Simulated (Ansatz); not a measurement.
Input of an Ansatz 0.2.0 run:

The input input.yaml:

```yaml
crystal:
  lattice:
    - [0.0, 2.192684, 2.192684]
    - [2.192684, 0.0, 2.192684]
    - [2.192684, 2.192684, 0.0]
  atoms:
    - { symbol: W, position: [0.0, 0.0, 0.0] }
    - { symbol: C, position: [0.5, 0.5, 0.5] }
kpoints:
  mp_grid: { grid: [10, 10, 10] }
  band_path:
    path:
      - [0.0, 0.0, 0.0]
      - [0.5, 0.0, 0.5]
      - [0.5, 0.25, 0.75]
      - [0.375, 0.375, 0.75]
      - [0.0, 0.0, 0.0]
      - [0.5, 0.5, 0.5]
      - [0.625, 0.25, 0.625]
      - [0.5, 0.25, 0.75]
    npoints: 12
scf:
  occupations: { method: fermi_dirac, width: 0.05 }
hamiltonian:
  xc: lda
  pseudopotentials: { kind: all_electron, lapw: { basis_error: 0.001 } }
output:
  forces: true
  stress: true
  eigenvalues: true
```

Potentials or basis: all-electron LAPW, scalar-relativistic.

Command:

```bash
$ ansatz run input.yaml --threads 1 --pin off --max-ram 3072MiB --backend cpu --events-out ev --progress --plain --runs-dir out
```

**Question.** Predict the band gap along the path.

**Answer.** None (metal or under the smearing width).

**Question.** What does it give for the pressure?

**Answer.** -16.1 GPa.

Levels at the corners of the path, in eV from the Fermi level:
```tsv
point	band 22	band 23	band 24	band 25	band 26	band 27	band 28	band 29
Γ	-2.80	-2.80	-2.80	-1.06	-1.06	-1.06	-1.02	-1.02
X	-5.79	-5.54	-2.48	-2.48	0.79	2.20	2.20	5.36
W	-6.32	-6.04	-6.04	0.45	0.45	2.21	3.39	4.90
K	-6.95	-5.89	-4.87	-1.72	1.37	2.46	4.80	4.82
Γ	-2.80	-2.80	-2.80	-1.06	-1.06	-1.06	-1.02	-1.02
L	-9.79	-6.60	-6.60	0.98	0.98	2.25	4.99	8.69
U	-6.95	-5.89	-4.87	-1.72	1.37	2.46	4.80	4.82
W	-6.32	-6.04	-6.04	0.45	0.45	2.21	3.39	4.90
```

Caveat: spin-orbit coupling is left out, which moves the levels of the heavy elements.
